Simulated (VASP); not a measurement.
Crystal: Se.

```
Se
1.0
     4.06467    0.00000    0.00000
    -2.03234    3.52011    0.00000
     0.00000    0.00000    5.13369
Se
3
Cartesian
  1.0070 0.0000 1.7112
  -0.5035 0.8721 3.4225
  1.5288 2.6480 0.0000
```

Base run:

| Property | Result |
| --- | --- |
| Program | VASP 6.6.1 |
| Functional | TB-mBJ |
| Potentials or basis | VASP PAW PBE potentials, release 64 (Se) |
| Cutoff | 520 eV |
| k mesh | 9 × 9 × 6 |
| Occupations | gaussian, width 0.03 eV |
| Spin | no spin polarisation |

Its results: band gap on the k mesh 0.90 eV, indirect (least direct gap 0.92 eV).

Task: The run is repeated on the same cell with these changes: functional from TB-mBJ to LDA; potentials or basis from VASP PAW PBE potentials, release 64 (Se) to VASP PAW LDA potentials, release 64 (Se). What comes out?

Result: Band gap on the k mesh 0.42 eV, direct.

A k mesh can miss the band edges.
